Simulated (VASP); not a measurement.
## A VASP 6.6.1 single-point calculation on NaI

INCAR

```
EDIFF = 1E-7
ISMEAR = -1
NSW = 0
LASPH = .TRUE.
PREC = Accurate
NELECT = 15
LWAVE = .FALSE.
GGA = PE
IBRION = -1
NBANDS = 14
LCHARG = .FALSE.
ENCUT = 520
ALGO = VeryFast
LREAL = .FALSE.
NELM = 120
SIGMA = 0.02
ISIF = 2
```

KPOINTS

```
KPOINTS created by Atomic Simulation Environment
0
Gamma
6 6 6
0 0 0
```

POSCAR

```
Na I
 1.0000000000000000
     0.0265739372750000    3.5431916337749998    3.5431916337748124
     3.5431916337749998    0.0265739372750000    3.5431916337748124
     3.5697655710000000    3.5697655710000000   -0.0000000000503750
 Na  I
   1   1
Cartesian
  0.0000000000000858  0.0000000000000858  0.0121567229373078
  1.7848827855124143  1.7848827855124143  1.7594390939375049
```

The recommended PBE PAW datasets give the neutral cell 14 valence electrons.

Command

```
mpirun -np 1 vasp_std
```

Task: Predict the outcome of this run.

Result: It converged. Results: pressure 11.7 GPa; largest force 0.01 eV/Å.

OSZICAR

```
N       E                     dE             d eps       ncg     rms          rms(c)
RMM:   1     0.787644456493E+02    0.78764E+02   -0.45329E+03   644   0.707E+02
RMM:   2    -0.101537810392E+02   -0.88918E+02   -0.18072E+03   644   0.211E+02
RMM:   3     0.365849265212E+01    0.13812E+02   -0.21846E+02   644   0.104E+02
RMM:   4    -0.583400840387E+00   -0.42419E+01   -0.41764E+01   644   0.588E+01
RMM:   5    -0.153098599036E+01   -0.94759E+00   -0.11692E+01   644   0.304E+01
RMM:   6    -0.167506826208E+01   -0.14408E+00   -0.42931E+00   644   0.185E+01
RMM:   7    -0.170421006195E+01   -0.29142E-01   -0.28147E+00   644   0.120E+01
RMM:   8    -0.169149576649E+01    0.12714E-01   -0.20077E+00   644   0.811E+00
RMM:   9    -0.161466376869E+01    0.76832E-01   -0.97848E-01  2146   0.584E+00
RMM:  10    -0.162655230914E+01   -0.11889E-01   -0.44363E-02  1951   0.129E+00
...
RMM:  15    -0.171415639655E+01   -0.48158E-04   -0.37568E-03  1738   0.518E-01    0.148E-01
RMM:  16    -0.171415234923E+01    0.40473E-05   -0.67727E-04  1784   0.227E-01    0.476E-02
RMM:  17    -0.171420075175E+01   -0.48403E-04   -0.23631E-04  1807   0.106E-01    0.510E-02
RMM:  18    -0.171420334652E+01   -0.25948E-05   -0.95917E-05  1809   0.616E-02    0.272E-02
RMM:  19    -0.171419669212E+01    0.66544E-05   -0.15015E-05  1908   0.403E-02    0.607E-03
RMM:  20    -0.171419663202E+01    0.60099E-07   -0.69495E-06  1878   0.196E-02    0.300E-03
RMM:  21    -0.171419674683E+01   -0.11481E-06   -0.14629E-06  1877   0.912E-03    0.532E-03
RMM:  22    -0.171419661626E+01    0.13057E-06   -0.30197E-07  1619   0.354E-03    0.106E-03
RMM:  23    -0.171419665365E+01   -0.37389E-07   -0.50722E-08  1096   0.203E-03
   1 F= -.17141967E+01 E0= -.17141679E+01  d E =-.574931E-04
```

Standard output (part)

```
POSCAR found type information on POSCAR NaI
 POSCAR found :  2 types and       2 ions
 LDA part: xc-table for (Slater+PW92), standard interpolation
 POSCAR, INCAR and KPOINTS ok, starting setup
 WAVECAR not read
 entering main loop
 the old and the new charge density differ
    0.984E+00
```

The cell is charged and sits in a uniform background.

For comparison, a separate PBE run of the intended cell, on usual settings and not on those above, gives a gap of 3.80 eV on its mesh and a pressure of 0.4 GPa.
